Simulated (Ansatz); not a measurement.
# CuI (Marshite): the cost of one run

Program: Ansatz 0.2.0. Level of theory: DFT PBE, scalar-relativistic, plane waves, PAW. These are calculated values, not measurements.

The COD entry's cell or inner coordinates are ideal or old and differ from later refinements, so a difference from it is no clean test against experiment.

1 further run of the same task is left out (set aside as unsound or not needed).

## Step 1: Starting point

It takes space group F-43m (No. 216, cubic). Conventional cell: a = 6.078 Å, b = 6.078 Å, c = 6.078 Å, α = 90.00°, β = 90.00°, γ = 90.00°. Cu (site symmetry -43m) has 4 I at 2.63 Å as nearest neighbours. I (site symmetry -43m) has 4 Cu at 2.63 Å as nearest neighbours.

As a file:

```cif
data_structure
_symmetry_space_group_name_H-M 'P 1'
_symmetry_Int_Tables_number 1
_cell_length_a 4.2978
_cell_length_b 4.2978
_cell_length_c 4.2978
_cell_angle_alpha 60.000
_cell_angle_beta 60.000
_cell_angle_gamma 60.000
_cell_volume 56.13
loop_
_atom_site_label
_atom_site_type_symbol
_atom_site_fract_x
_atom_site_fract_y
_atom_site_fract_z
_atom_site_occupancy
Cu1 Cu 0.25000 0.25000 0.25000 1
I1 I 0.00000 0.00000 0.00000 1
```

This cell was relaxed beforehand with the same method: volume 28.07 Å³/atom, gap on the mesh 1.10 eV.

## Step 2: A stricter relaxation

Response functions are second derivatives at a minimum, so forces and stress are first brought close to zero on the mesh and occupations that the response runs use.

The input, input.yaml:

```yaml
crystal:
  lattice:
    - [0.0, 3.0390034059, 3.0390034059]
    - [3.0390034059, 0.0, 3.0390034059]
    - [3.0390034059, 3.0390034059, 0.0]
  atoms:
    - { symbol: Cu, position: [0.25, 0.25, 0.25] }
    - { symbol: I, position: [0.0, 0.0, 0.0] }
basis:
  ecutwfc: 420
kpoints:
  mp_grid: { grid: [8, 8, 8] }
hamiltonian:
  xc: pbe
scf:
  occupations: { method: fixed }
output:
  forces: true
  stress: true
  eigenvalues: true
relax:
  adjacent_minimum: "off"
  f_tol: 0.001
  max_steps: 60
  cell: { stress_tol: 0.01 }
```

The run is started by

```sh
ansatz run input.yaml --threads 1 --pin off --max-ram 2560MiB --backend cpu --events-out ev --progress --plain --runs-dir out
```

What time and memory should one allow on 1 thread of Arm Neoverse V1, shared host?

About 12 s, with a peak of 0.35 GiB.
